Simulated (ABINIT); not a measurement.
Here is an ABINIT 10.8.3 (patched build) calculation.

run.abi

```
ndtset 2

pp_dirpath "./"
pseudos "Ga.upf, P.upf"

acell 3*1.0 Angstrom
rprim
     0.0000000000     2.7252500000     2.7252500000
     2.7252500000     0.0000000000     2.7252500000
     2.7252500000     2.7252500000     0.0000000000
ntypat 2
znucl 31 15
natom 2
typat 1 2
xred
     0.0000000000     0.0000000000     0.0000000000
     0.7500000000     0.7500000000     0.7500000000

ecut 40.0

ixc -106132

occopt 3
tsmear 0.05 eV

nstep 100

iomode 3
prtwf 0
prteig 0
prtebands 0
prtden1 1
prtvha1 1
prtvclmb1 1
prtpot1 1
prtelf1 1

kptopt1 1
ngkpt1 8 8 8
nshiftk1 1
shiftk1 0.0 0.0 0.0
nband1 13
tolvrs1 1.0e-10

iscf2 -2
getden2 1
nband2 17
nbdbuf2 2
tolwfr2 1.0e-12
kptopt2 -9
ndivsm2 8
prteig2 1
kptbounds2
     0.0000000000     0.0000000000     0.0000000000
     0.5000000000     0.0000000000     0.5000000000
     0.5000000000     0.2500000000     0.7500000000
     0.3750000000     0.3750000000     0.7500000000
     0.0000000000     0.0000000000     0.0000000000
     0.5000000000     0.5000000000     0.5000000000
     0.6250000000     0.2500000000     0.6250000000
     0.5000000000     0.2500000000     0.7500000000
     0.5000000000     0.5000000000     0.5000000000
     0.3750000000     0.3750000000     0.7500000000
```

Potentials or basis: PseudoDojo NC SR PBE v0.4.1 standard.

Run with:

```bash
$ abinit run.abi > log 2>&1
```

Q: What does it give for the band gap along the path?

A: 1.61 eV, indirect (least direct gap 1.77 eV).

Q: What does it give for the band gap on the k mesh?

A: 1.65 eV, indirect (least direct gap 1.77 eV).

Q: What does it give for the pressure?

A: 3.2 GPa.

Levels at the corners of the path, in eV from the valence-band top:
```tsv
point	band 7	band 8	band 9	band 10	band 11	band 12
Γ	0.00	0.00	0.00	1.77	3.88	3.88
X	-6.78	-2.68	-2.68	1.68	1.83	10.55
W	-6.57	-3.56	-3.41	4.73	4.85	6.09
K	-6.57	-3.92	-2.25	2.20	4.81	8.23
Γ	0.00	0.00	0.00	1.77	3.88	3.88
L	-6.64	-1.12	-1.12	1.65	4.73	4.73
U	-6.57	-3.92	-2.25	2.20	4.81	8.23
W	-6.57	-3.56	-3.41	4.73	4.85	6.09
L	-6.64	-1.12	-1.12	1.65	4.73	4.73
K	-6.57	-3.92	-2.25	2.20	4.81	8.23
```

Caveat: the potentials were made for another functional, which shifts forces and pressure.

**The experiment to reproduce.**

From “Stacking defects in GaP nanowires: Electronic structure and optical properties”, 2018, arxiv:1810.01194, for a bulk crystal of GaP at 10 K: band gap 2.34 eV (indirect).

A measured gap of GaP is 2.34 eV (indirect; 10 K; quoted in “Stacking defects in GaP nanowires: Electronic structure and optical properties”, 2018, arxiv:1810.01194); the calculated 1.61 eV misses it by -0.73 eV. Spin-orbit coupling on Ga is left out. The value is that of BP86, without temperature or zero-point motion.
